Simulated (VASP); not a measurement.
# Sm (I4/mmm) in VASP: a series of runs

One crystal, Sm, is run at these levels: PBE; tasks: single point.

All numbers are computed with VASP 6.6.1; they aren't measurements. Logs are shortened: lines on timing, memory, paths and dates and some standing lists are left out, and cuts for length are marked.

## (1) Starting point

It takes space group I4/mmm (No. 139, tetragonal). The conventional cell has a = 3.635 Å, b = 3.635 Å, c = 5.122 Å, α = 90.00°, β = 90.00°, γ = 90.00°. Sm (site symmetry 4/mmm) has 12 Sm at 3.63 Å as nearest neighbours.

This isn't the form of Sm at room conditions, which is rhombohedral.

## (2) Single point, PBE, collinear spin, ferromagnetic start

File INCAR:

```
SYSTEM = Sm
PREC = Accurate
ENCUT = 460
EDIFF = 1E-6
ISMEAR = 1
SIGMA = 0.2
LREAL = .False.
LASPH = .True.
NELM = 100
ALGO = Normal
ISIF = 2
LWAVE = .False.
LCHARG = .False.
ISPIN = 2
MAGMOM = 5
LORBIT = 11
LMAXMIX = 6
GGA = PE
ADDGRID = .False.
```

File KPOINTS:

```
regular mesh
0
Gamma
  5 5 5
  0 0 0
```

File POSCAR:

```
Sm
1.0
   -1.8173030691      1.8173030691      2.5609871902
    1.8173030691     -1.8173030691      2.5609871902
    1.8173030691      1.8173030691     -2.5609871902
Sm
1
Direct
    0.0000000000      0.0000000000      0.0000000000
```

Potentials or basis: VASP PAW PBE potentials, release 64 (Sm).

On the command line:

```
> cat potpaw_PBE.64/Sm/POTCAR > POTCAR
> mpirun -np 1 vasp_std > vasp.out
```

OUTCAR:

```text
SYSTEM = Sm
   PREC = Accurate
   ENCUT = 460
   EDIFF = 1E-6
   ISMEAR = 1
   LREAL = .False.
   LASPH = .True.
   NELM = 100
   ISIF = 2
   ISPIN = 2
   LORBIT = 11
   GGA = PE

 Found     18 irreducible k-points:

 Following reciprocal coordinates:
            Coordinates               Weight
  0.000000  0.000000  0.000000      1.000000
  0.200000  0.000000 -0.000000      8.000000
  0.400000  0.000000  0.000000      8.000000
  0.200000  0.200000 -0.000000      8.000000
  0.400000  0.200000 -0.000000     16.000000
 -0.400000  0.200000  0.000000     16.000000
   k-points           NKPTS =     18   k-points in BZ     NKDIM =     18   number of bands    NBANDS=     15
   number of dos      NEDOS =    301   number of ions     NIONS =      1
   total plane-waves  NPLWV =  21952
   dimension x,y,z NGX =    28 NGY =   28 NGZ =   28
   dimension x,y,z NGXF=    56 NGYF=   56 NGZF=   56
   ions per type =               1
   NGX,Y,Z   is equivalent  to a cutoff of  12.83, 12.83, 12.83 a.u.
   NGXF,Y,Z  is equivalent  to a cutoff of  25.66, 25.66, 25.66 a.u.
 SYSTEM =  Sm
   PREC   = accura    normal or accurate (medium, high low for compatibility)
   ISTART =      0    job   : 0-new  1-cont  2-samecut
   ICHARG =      2    charge: 1-file 2-atom 10-const
   ISPIN  =      2    spin polarized calculation?
   LNONCOLLINEAR =      F non collinear calculations
   LSORBIT =      F    spin-orbit coupling
   LASPH  =      T    aspherical Exc in radial PAW
   ENCUT  =  460.0 eV  33.81 Ry    5.81 a.u.   6.34  6.34  6.34*2*pi/ulx,y,z
   NELM   =    100;   NELMIN=  2; NELMDL= -5     # of ELM steps
   EDIFF  = 0.1E-05   stopping-criterion for ELM
   LREAL  =      F    real-space projection
   EDIFFG = 0.1E-04   stopping-criterion for IOM
   NSW    =      0    number of steps for IOM
   IBRION =     -1    ionic relax: 0-MD 1-quasi-New 2-CG
   NFREE  =      0    steps in history (QN), initial steepest desc. (CG)
   ISIF   =      2    stress and relaxation
   ISYM   =      2    0-nonsym 1-usesym 2-fastsym
   POTIM  = 0.5000    time-step for ionic-motion
   TEBEG  =    0.0;   TEEND  =   0.0 temperature during run
   PSTRESS=    0.0 pullay stress
   NELECT =      16.0000    total number of electrons
   NUPDOWN=      -1.0000    fix difference up-down
   EMIN   =  10.00;   EMAX   =-10.00  energy-range for DOS
   EFERMI =   0.00;   METHOD = LEGACY
   ISMEAR =     1;   SIGMA  =   0.20  broadening in eV -4-tet -1-fermi 0-gaus
   EFERMI_NEDOS =   21; number of points for ismear=-14 and -15
   IALGO  =     38    algorithm
   IMIX   =      4    mixing-type and parameters
     AMIX     =   0.40;   BMIX     =  1.00
     AMIX_MAG =   1.60;   BMIX_MAG =  1.00
  volume/ion in A,a.u.               =      33.83       228.31
  Fermi-wavevector in a.u.,A,eV,Ry     =   1.275481  2.410310 22.134675  1.626853
  Thomas-Fermi vector in A             =   2.408191
   LORBIT       =     11    0 simple, 1 ext, 2 COOP (PROOUT), +10 PAW based schemes
   GGA     = PE    functional components
   LHFCALC =     F    Hartree Fock is set to
   AEXX    =    0.0000 exact exchange contribution
   IVDW    =     0    specifies the selected vdW correction
   LEPSILON=     F    determine dielectric tensor
   LRPA    =     F    only Hartree local field effects (RPA)
 spin polarized calculation
 Methfessel and Paxton  Order N= 1 SIGMA  =   0.20
  energy-cutoff  :      460.00
  volume of cell :       33.83
 maximum number of plane-waves:       768
 NGX is ok and might be reduce to    28
   NGX = 13   NGY = 13   NGZ = 13

 number of electron      16.0000000 magnetization       6.7752265

 Free energy of the ion-electron system (eV)
  ---------------------------------------------------
  ext. energy  EPLUGINS =         0.00000000
  ---------------------------------------------------
  free energy    TOTEN  =        -9.28956068 eV

  energy without entropy =       -9.27406851  energy(sigma->0) =       -9.28439662

 E-fermi :   3.1786     XC(G=0):  -9.7503

 val. band max:        3.1704944922   @ k =  -0.4000   0.4000   0.4000
 cond. band min:       3.1864312106   @ k =  -0.4000   0.4000   0.2000
 fundamental gap:      0.0159367184
 Fermi energy:         3.1786437445

 spin component 1

 k-point     1 :       0.0000    0.0000    0.0000
  band No.  band energies     occupation
      1     -36.8973      1.00000
      2     -16.0535      1.00000
      3     -16.0535      1.00000
      4     -16.0524      1.00000
      5      -1.5331      1.00000
      6       2.8344      1.01764
      7       2.9265      1.03527
      8       2.9265      1.03527
      9       2.9268      1.03528
     10       2.9405      1.03527
     11       2.9405      1.03527
     12       2.9431      1.03509
     13       4.8314     -0.00000
     14       4.8314     -0.00000
     15       4.8613     -0.00000

 k-point     2 :       0.2000    0.0000   -0.0000
  band No.  band energies     occupation
      1     -36.8621      1.00000
      2     -16.4216      1.00000
      3     -16.0993      1.00000
      4     -16.0969      1.00000
      5      -0.4983      1.00000
      6       2.7535      1.00522
      7       2.7999      1.01110
      8       2.8012      1.01131
      9       2.8901      1.03010
     10       2.9297      1.03540
     11       2.9886      1.01915
     12       2.9903      1.01797
     13       4.2655     -0.00000
     14       5.2160     -0.00000
     15       5.2439     -0.00000

 k-point     3 :       0.4000    0.0000    0.0000
  band No.  band energies     occupation
      1     -36.8044      1.00000
      2     -16.9648      1.00000
      3     -16.1720      1.00000
      4     -16.1670      1.00000
      5       0.7870      1.00000
      6       2.6877      1.00141
      7       2.6893      1.00146
      8       2.7861      1.00900
      9       2.9343      1.03546
     10       3.0498      0.93881
     11       3.1136      0.75979
     12       3.1147      0.75581
     13       4.3233     -0.00000
     14       4.7606     -0.00000
     15       4.7983     -0.00000

 k-point     4 :       0.2000    0.2000   -0.0000
  band No.  band energies     occupation
      1     -36.8193      1.00000
      2     -16.6807      1.00000
      3     -16.3339      1.00000
      4     -16.1311      1.00000
      5       0.8817      1.00000
      6       2.6847      1.00132
      7       2.7322      1.00352
      8       2.7443      1.00441
      9       2.7755      1.00760
     10       2.8356      1.01788
     11       3.0705      0.89157
     12       3.0860      0.84919
     13       3.8507     -0.00001
     14       4.5673     -0.00000
     15       5.9622     -0.00000

 k-point     5 :       0.4000    0.2000   -0.0000
  band No.  band energies     occupation
      1     -36.7808      1.00000
      2     -16.9232      1.00000
      3     -16.4408      1.00000
      4     -16.2300      1.00000
      5       1.7442      1.00000
      6       2.5918      1.00013
      7       2.6693      1.00094
      8       2.6837      1.00129
      9       2.8061      1.01215
     10       3.0709      0.89057
     11       3.1518      0.61262
     12       3.1984      0.41687
     13       3.5979     -0.00578
     14       4.3259     -0.00000
     15       5.6191     -0.00000

 k-point     6 :      -0.4000    0.2000    0.0000
  band No.  band energies     occupation
      1     -36.8004      1.00000
      2     -16.8008      1.00000
      3     -16.3061      1.00000
      4     -16.2579      1.00000
      5       1.2433      1.00000
      6       2.5510      1.00004
      7       2.7065      1.00211
      8       2.7078      1.00217
      9       2.8103      1.01288
     10       2.8241      1.01551
     11       3.0898      0.83807
     12       3.0975      0.81399
     13       3.5623     -0.01032
     14       4.4178     -0.00000
     15       6.0559     -0.00000

 [... further k-points ...]

 spin component 2

 k-point     1 :       0.0000    0.0000    0.0000
  band No.  band energies     occupation
      1     -34.1640      1.00000
      2     -13.8996      1.00000
      3     -13.8996      1.00000
      4     -13.8987      1.00000
      5      -0.0531      1.00000
      6       6.1186     -0.00000
      7       6.2340     -0.00000
      8       6.2341     -0.00000
      9       6.2652     -0.00000
     10       6.7203     -0.00000
     11       6.7203     -0.00000
     12       6.7277     -0.00000
     13       7.3677      0.00000
     14       7.3677      0.00000
     15       7.3686      0.00000

 k-point     2 :       0.2000    0.0000   -0.0000
  band No.  band energies     occupation
      1     -34.1228      1.00000
      2     -14.3151      1.00000
      3     -13.9504      1.00000
      4     -13.9479      1.00000
      5       1.0133      1.00000
      6       5.1443     -0.00000
      7       6.3418     -0.00000
      8       6.3663     -0.00000
      9       6.5018     -0.00000
     10       6.7573     -0.00000
     11       6.7620     -0.00000
     12       6.8654     -0.00000
     13       7.3719      0.00000
     14       7.3731      0.00000
     15       7.3829      0.00000

 k-point     3 :       0.4000    0.0000    0.0000
  band No.  band energies     occupation
      1     -34.0551      1.00000
      2     -14.9208      1.00000
      3     -14.0306      1.00000
      4     -14.0251      1.00000
      5       2.3196      1.00000
      6       5.4084     -0.00000
      7       6.0101     -0.00000
      8       6.0474     -0.00000
      9       6.3403     -0.00000
     10       6.8768     -0.00000
     11       6.8787     -0.00000
     12       7.0817     -0.00000
     13       7.1603     -0.00000
     14       7.1652     -0.00000
     15       7.3801      0.00000

 k-point     4 :       0.2000    0.2000   -0.0000
  band No.  band energies     occupation
      1     -34.0726      1.00000
      2     -14.6042      1.00000
      3     -14.2138      1.00000
      4     -13.9849      1.00000
      5       2.4295      1.00000
      6       4.7491     -0.00000
      7       5.3055     -0.00000
      8       6.4986     -0.00000
      9       6.6836     -0.00000
     10       6.7838     -0.00000
     11       6.9324     -0.00000
     12       6.9392     -0.00000
     13       7.2117      0.00000
     14       7.2218      0.00000
     15       7.7914      0.00000

 k-point     5 :       0.4000    0.2000   -0.0000
  band No.  band energies     occupation
      1     -34.0275      1.00000
      2     -14.8734      1.00000
      3     -14.3321      1.00000
      4     -14.0958      1.00000
      5       3.3461      0.00100
      6       4.2902     -0.00000
      7       5.6178     -0.00000
      8       6.4641     -0.00000
      9       6.7940     -0.00000
     10       6.8394     -0.00000
     11       6.8888     -0.00000
     12       7.0058     -0.00000
     13       7.1215     -0.00000
     14       7.1291     -0.00000
     15       7.6847      0.00000

 k-point     6 :      -0.4000    0.2000    0.0000
  band No.  band energies     occupation
      1     -34.0505      1.00000
      2     -14.7361      1.00000
      3     -14.1817      1.00000
      4     -14.1282      1.00000
      5       2.7040      1.00200
      6       4.3183     -0.00000
      7       5.2448     -0.00000
      8       6.6365     -0.00000
      9       6.7679     -0.00000
     10       6.8466     -0.00000
     11       6.9550     -0.00000
     12       6.9964     -0.00000
     13       7.1059     -0.00000
     14       7.2737      0.00000
     15       7.9448      0.00000

 [... further k-points ...]
[... 5 lines left out ...]
  --------------------------------------------------------------------------------------
  -------------------------------------------------------------------------------------
  Total        0.6199172      0.6199172      0.6234666      0.0000000     -0.0000000      0.0000000
  in kB       29.3577076     29.3577076     29.5257983      0.0000000     -0.0000000      0.0000000
  external PRESSURE =      29.4137379 kB  Pullay stress =       0.0000000 kB

 VOLUME and BASIS-vectors are now :
 -----------------------------------------------------------------------------
  energy-cutoff  :      460.00
  volume of cell :       33.83
      direct lattice vectors                 reciprocal lattice vectors
    -1.817303069  1.817303069  2.560987190     0.000000000  0.275132975  0.195237212
     1.817303069 -1.817303069  2.560987190     0.275132975  0.000000000  0.195237212
     1.817303069  1.817303069 -2.560987190     0.275132975  0.275132975  0.000000000

 POSITION                                       TOTAL-FORCE (eV/Angst)
 -----------------------------------------------------------------------------------
      0.00000      0.00000      0.00000        -0.000000     -0.000000      0.000000
 -----------------------------------------------------------------------------------
    total drift:                                0.000000     -0.000000     -0.000000

  FREE ENERGIE OF THE ION-ELECTRON SYSTEM (eV)
  ---------------------------------------------------
  free  energy   TOTEN  =        -9.2895606777 eV

  energy  without entropy=       -9.2740685103  energy(sigma->0) =       -9.28439662

 total charge

# of ion       s       p       d       f       tot
--------------------------------------------------
    1        2.079   5.613   0.461   5.526  13.679

 magnetization (x)

# of ion       s       p       d       f       tot
--------------------------------------------------
    1        0.001  -0.051   0.313   5.521   5.785
```

Run time: 27 s. Hardware: 1 thread of Intel Xeon Platinum 8488C (Sapphire Rapids), shared host; peak memory 0.18 GiB.

These settings aren't checked as converged: the numbers below hold their error.

What came out:

* Free energy: -9.2896 eV
* Pressure: 2.9 GPa
* Band gap on the k mesh: none (metal or under the smearing width)
* Net moment: 6.78 μB per cell
* Site moments: Sm +5.79 μB
* Valence electrons inside the program's atomic spheres: Sm 13.68

Caveat: the k mesh is coarse (spacing up to 0.49 Å⁻¹), so the values aren't converged; the magnetic or orbital state may not be the lowest; spin-orbit coupling is left out, which moves the levels of the heavy elements.

(Part 1 of 2 ends here.)
